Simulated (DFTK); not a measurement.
# Co (P6_3/mmc) in DFTK: equation of state with RPBE

Aim: the equation of state of Co with RPBE.

Everything below comes from runs of DFTK 0.8.2. Logs are shortened: lines on timing, memory, paths and dates and some standing lists are left out, and cuts for length are marked.

## (1) The structure

It takes space group P6_3/mmc (No. 194, hexagonal). Conventional cell: a = 2.472 Å, b = 2.472 Å, c = 4.021 Å, α = 90.00°, β = 90.00°, γ = 120.00°. Around Co (site symmetry -6m2) lie 12 Co at 2.47 Å.

## (2) Equation of state, RPBE, collinear spin, ferromagnetic start

run.jl reads:

```julia
using DFTK
using PseudoPotentialData
using Unitful, UnitfulAtomic
using LinearAlgebra, Printf
include("save.jl")
disable_threading()

lines     = readlines("Co.xyz")
cell_ang  = reshape(parse.(Float64, split(match(r"Lattice=\"([^\"]+)\"", lines[2])[1])), 3, 3)
lattice   = austrip(1u"Å") * cell_ang
symbols   = [Symbol(split(l)[1]) for l in lines[3:end]]
positions = [round.(cell_ang \ parse.(Float64, split(l)[2:4]); digits=9) for l in lines[3:end]]
pseudopotentials = PseudoFamily("dojo.nc.sr.pbe.v0_5.standard.upf")
elements = Dict(s => ElementPsp(s, pseudopotentials) for s in unique(symbols))
atoms    = [elements[s] for s in symbols]
magnetic_moments = [2.0, 2.0]

build_model(lattice, positions; symmetries=true) =
    model_DFT(lattice, atoms, positions;
              functionals=[:gga_x_rpbe, :gga_c_pbe],
              magnetic_moments,
              spin_polarization=:collinear,
              temperature=austrip(0.05u"eV"),
              smearing=Smearing.FermiDirac(),
              symmetries)
Ecut  = 48.0  # hartree
kgrid = [7, 7, 4]
tol   = 1e-6
to_GPa = ustrip(uconvert(u"GPa", 1u"hartree/bohr^3"))

results["points"] = []
for scale in [0.94, 0.96, 0.98, 1.0, 1.02, 1.04, 1.06]
    println("\n=== scale = ", scale)
    model = build_model(cbrt(scale) * lattice, positions)
    basis = PlaneWaveBasis(model; Ecut, kgrid)
    t0 = time()
    scfres = self_consistent_field(basis;
                                   tol,
                                   ρ=guess_density(basis, magnetic_moments),
                                   nbandsalg=AdaptiveBands(model; n_bands_converge=24))
    seconds = time() - t0
    @printf "SCF: %d iterations, %.1f s\n" scfres.n_iter seconds
    forces = compute_forces_cart(scfres)
    stress = compute_stresses_cart(scfres)
    @printf "V = %.5f Å^3  F = %.8f Ha  max force = %.5f eV/Å  p = %.4f GPa\n" ustrip(auconvert(u"Å^3", model.unit_cell_volume)) scfres.energies.total ustrip(auconvert(u"eV/Å", maximum(norm, forces))) (-tr(stress) / 3 * to_GPa)
    push!(results["points"], save_scf!(scfres; forces, stress, d=Dict{String,Any}("seconds" => seconds, "n_matvec" => get(scfres, :n_matvec, 0))))
end

# third-order Birch-Murnaghan fit in x = V^(-2/3)
V = [0.94, 0.96, 0.98, 1.0, 1.02, 1.04, 1.06] * abs(det(lattice))
E = [p["total"] for p in results["points"]]
x = V .^ (-2 / 3)
c = [x .^ 0 x x .^ 2 x .^ 3] \ E
Δ = c[3]^2 - 3c[2] * c[4]
if Δ > 0
    x0 = (-c[3] + sqrt(Δ)) / 3c[4]
    B0 = 4 / 9 * x0^(7 / 2) * (2c[3] + 6c[4] * x0)
    @printf "V0 = %.4f Å^3  B0 = %.2f GPa\n" ustrip(auconvert(u"Å^3", x0^(-3 / 2))) B0 * to_GPa
end
```

Co.xyz reads:

```xyz
2
Lattice="2.4719999032 0.0000000000 0.0000000000 -1.2359999516 2.1408147143 0.0000000000 0.0000000000 0.0000000000 4.0211440800" Properties=species:S:1:pos:R:3 pbc="T T T"
Co     1.2359999517      0.7136049047      3.0158580600
Co    -0.0000000001      1.4272098096      1.0052860200
```

Potentials or basis: dojo.nc.sr.pbe.v0_5.standard.upf (PBE).

Run with:

```bash
$ julia --threads=1 run.jl  # save.jl only writes the numbers to a file and isn't shown; printed stress counts tension as positive; times include loading and compiling
```

Standard output:

```text
=== scale = 0.94
n     Energy            log10(ΔE)   log10(Δρ)   Magnet   |Magn|   Diag   Δtime
---   ---------------   ---------   ---------   ------   ------   ----   ------
  1   -306.1466901810                   -0.67    3.132    3.206    5.8    24.0s
  2   -306.1556444980       -2.05       -1.18    3.071    3.273    1.0    12.7s
  3   -306.1591646368       -2.45       -1.63    3.036    3.343    2.5    15.9s
  4   -306.1594861134       -3.49       -2.21    3.032    3.406    1.2    10.8s
  5   -306.1594990059       -4.89       -2.43    3.035    3.403    2.2    12.1s
  6   -306.1595019825       -5.53       -2.98    3.036    3.405    1.6    11.1s
  7   -306.1595024906       -6.29       -3.43    3.036    3.405    2.6    15.2s
  8   -306.1595025189       -7.55       -3.95    3.036    3.405    1.8    11.5s
  9   -306.1595025238       -8.31       -4.42    3.036    3.405    2.6    11.9s
 10   -306.1595025250       -8.93       -5.02    3.036    3.405    1.9    10.7s
[... 68 further cycles ...]
  4   -306.1665944497       -3.40       -2.29    3.434    3.835    1.5    12.1s
  5   -306.1666112075       -4.78       -2.43    3.432    3.807    2.6    12.7s
  6   -306.1666134476       -5.65       -2.90    3.441    3.819    1.2    10.9s
  7   -306.1666137466       -6.52       -3.29    3.438    3.817    2.2    12.8s
  8   -306.1666137942       -7.32       -3.85    3.438    3.816    1.7    12.4s
  9   -306.1666138007       -8.19       -4.47    3.438    3.816    2.6    16.5s
 10   -306.1666138009       -9.59       -4.85    3.438    3.816    2.4    15.5s
 11   -306.1666138011       -9.80       -5.23    3.438    3.816    2.0    16.3s
 12   -306.1666138011      -10.54       -5.62    3.438    3.816    2.1    15.5s
 13   -306.1666138011      -11.35       -6.05    3.438    3.816    1.9    13.1s
SCF: 13 iterations, 190.8 s
V = 22.55709 Å^3  F = -306.16661380 Ha  max force = 0.00005 eV/Å  p = 0.0082 GPa
V0 = 22.5890 Å^3  B0 = 151.63 GPa
```

Run time: 34 min. Hardware: 1 thread of Intel Xeon at 2.50GHz (Skylake/Cascade Lake), shared host; peak memory 1.9 GiB.

What came out:

```yaml
Equilibrium_volume: "11.29 Å³/atom (rough: see the caveat)"
Bulk_modulus_at_fixed_shape_and_positions: 152 GPa (rough)
```

Energy against volume, from the lowest point:
| volume (Å³/atom) | energy (meV/atom) |
| --- | --- |
| 10.002 | 96.75 |
| 10.215 | 63.88 |
| 10.427 | 38.98 |
| 10.640 | 21.02 |
| 10.853 | 9.09 |
| 11.066 | 2.29 |
| 11.279 | 0.00 |

Caveat: the k mesh is coarse (spacing up to 0.42 Å⁻¹), so the values aren't converged; the minimum lies outside the volumes run; the cell was scaled at fixed shape and fractional positions, which overstates the stiffness of a crystal with free parameters, most of all of layers and chains; the potentials were made for another functional, which shifts forces and pressure.
